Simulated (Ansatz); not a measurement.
# NaI: the cost of one run

Method: DFT PBE, scalar-relativistic, plane waves, PAW, in Ansatz 0.2.0.

1 further run of the same task is left out (set aside as unsound or not needed).

### Step 1. The starting structure

The structure is cubic, space group Fm-3m (No. 225). Conventional cell: a = 6.529 Å, b = 6.529 Å, c = 6.529 Å, α = 90.00°, β = 90.00°, γ = 90.00°. Na (site symmetry m-3m) is surrounded by 6 I at 3.26 Å. I (site symmetry m-3m) is surrounded by 6 Na at 3.26 Å.

Structure file:

```
Na I
1.0
     0.00000    3.26464    3.26464
     3.26464    0.00000    3.26464
     3.26464    3.26464    0.00000
Na I
1 1
Cartesian
  3.2646 3.2646 3.2646
  0.0000 0.0000 0.0000
```

The cell was relaxed beforehand at this level, from a generated guess; it is a trial structure. At a tolerance of 0.02 Å it has space group Fm-3m (No. 225); it has 34.79 Å³/atom, an uncorrected energy of -1.28 eV/atom over the elements.

### Step 2. Static run: bands, density of states and charges

input.yaml

```yaml
crystal:
  lattice:
    - [0.0, 3.2646422433, 3.2646422433]
    - [3.2646422433, 0.0, 3.2646422433]
    - [3.2646422433, 3.2646422433, 0.0]
  atoms:
    - { symbol: Na, position: [0.5, 0.5, 0.5] }
    - { symbol: I, position: [0.0, 0.0, 0.0] }
basis:
  ecutwfc: 420
kpoints:
  mp_grid: { grid: [6, 6, 6] }
  band_path:
    path:
      - [[0.0, 0.0, 0.0], [0.5, 0.0, 0.5], [0.625, 0.25, 0.625]]
      - [[0.375, 0.375, 0.75], [0.0, 0.0, 0.0], [0.5, 0.5, 0.5], [0.5, 0.25, 0.75], [0.5, 0.0, 0.5]]
    npoints: 14
hamiltonian:
  xc: pbe
scf:
  occupations: { method: gaussian, width: 0.02 }
  n_extra_bands: 6
output:
  forces: true
  stress: true
  eigenvalues: true
  populations: true
  dos: { projected: true, de: 0.02, nscf_kmesh: { grid: [9, 9, 9] } }
  bader: true
```

Launch:

```bash
$ ansatz run input.yaml --threads 1 --pin off --max-ram 2048MiB --backend cpu --events-out ev --progress --plain --runs-dir out
```

Q: Estimate wall time and peak memory on 1 thread of Arm Neoverse V2, shared host.

About 11 s, with a peak of 0.32 GiB.
